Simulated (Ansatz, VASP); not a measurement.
# One calculation of Ir, two programs

```
CELL_PARAMETERS angstrom
3.97618 0.00000 0.00000
-1.98809 3.44347 0.00000
0.00000 0.00000 6.34180
ATOMIC_POSITIONS crystal
Ir 0.33333 0.66667 0.44079
Ir 0.66667 0.33333 0.94079
Ir 0.66667 0.33333 0.55921
Ir 0.33333 0.66667 0.05921
```

Alike in both runs: functional PBE; k mesh 6 × 6 × 4; occupations gaussian, width 0.1 eV; no spin polarisation.

Ansatz relaxed the structure, and its values are those at the end. VASP's run is a single point on that final structure, the one shown.

|  | VASP | Ansatz |
| --- | --- | --- |
| version | VASP 6.6.1 | Ansatz 0.2.0 |
| potentials or method | VASP PAW PBE potentials, release 64 (Ir) | scalar-relativistic, plane waves, PAW |
| plane-wave cutoff (eV) | 520 | 420 |
| valence electrons in the cell | 36 | 68 |

Ansatz gave:

| Quantity | Value |
| --- | --- |
| gap on the k mesh at the Fermi level (eV) | none |
| pressure (GPa) | 0.0 |
| rms of the force components (eV/Å) | 0.002 |

**Question.** What did VASP give for the same quantities?

**Answer.** gap on the k mesh at the Fermi level (eV): none; pressure (GPa): -0.4; rms of the force components (eV/Å): 0.008.

A gap of «none» marks a metal or a gap that the smearing closes. The two sets of potentials don't hold the same shells in valence.

Spin-orbit coupling is left out, which matters for the levels of Ir.
